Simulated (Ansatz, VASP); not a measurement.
## Os: VASP beside Ansatz

INCAR

```
SYSTEM = Os
PREC     = Accurate       ! precision mode
ENCUT    = 520            ! plane-wave cutoff, eV
EDIFF    = 1E-7           ! SCF threshold, eV
ISMEAR   = -1             ! smearing method
SIGMA    = 0.1            ! smearing width, eV
LREAL    = .FALSE.        ! projectors in reciprocal space
LASPH    = .TRUE.         ! aspherical terms in the spheres
NELM     = 100            ! most SCF steps
ALGO     = Normal         ! electronic algorithm
ISIF     = 2              ! what is computed and relaxed
LWAVE    = .FALSE.        ! write WAVECAR
LCHARG   = .FALSE.        ! write CHGCAR
GGA      = PS             ! functional
NBANDS   = 10             ! bands
```

Contents of KPOINTS:

```
Automatic mesh
0
G
  15 15 15
  0 0 0
```

The input POSCAR:

```
Os
1.0
    2.2475807998      0.0000000000      0.0000000000
    0.0000000000      2.2475807998      0.0000000000
    0.0000000000      0.0000000000      2.2475807998
Os
1
Direct
    0.0000000000      0.0000000000      0.0000000000
```

Input for Ansatz:

```yaml
crystal:
  lattice:
    - [2.2475807998, 0.0, 0.0]
    - [0.0, 2.2475807998, 0.0]
    - [0.0, 0.0, 2.2475807998]
  atoms:
    - { symbol: Os, position: [0.0, 0.0, 0.0] }
kpoints:
  mp_grid: { grid: [15, 15, 15] }
scf:
  occupations: { method: fermi_dirac, width: 0.1 }
hamiltonian:
  xc: pbesol
  pseudopotentials: { kind: all_electron, lapw: { basis_error: 0.001 } }
output:
  forces: true
  stress: true
  eigenvalues: true
  populations: true
```

Change from the starting cell: volume scaled by 0.7, LAPW.

Alike in both runs: task single point; functional PBEsol; k mesh 15 × 15 × 15; occupations fermi-dirac, width 0.1 eV; no spin polarisation.

|  | VASP | Ansatz |
| --- | --- | --- |
| version | VASP 6.6.1 | Ansatz 0.2.0 |
| potentials or method | VASP PAW PBE potentials, release 64 (Os) | all-electron LAPW, scalar-relativistic |
| plane-wave cutoff (eV) | 520 | see its input |

Ansatz gave:

* pressure (GPa): 235.9

Q: What did VASP give for the same quantities?

A: Pressure (GPa): 241.1.

Ansatz ran all-electron here, so the differences hold the error of VASP's frozen core and of both bases.

Caveats: the cell as given lies far from equilibrium; so large a pressure means that the cell lies far from this level's equilibrium, or that cutoff or potentials fall short (VASP); the potentials were made for another functional, which shifts forces and pressure (VASP). The runs have no spin-orbit coupling, so splittings on Os are missing.
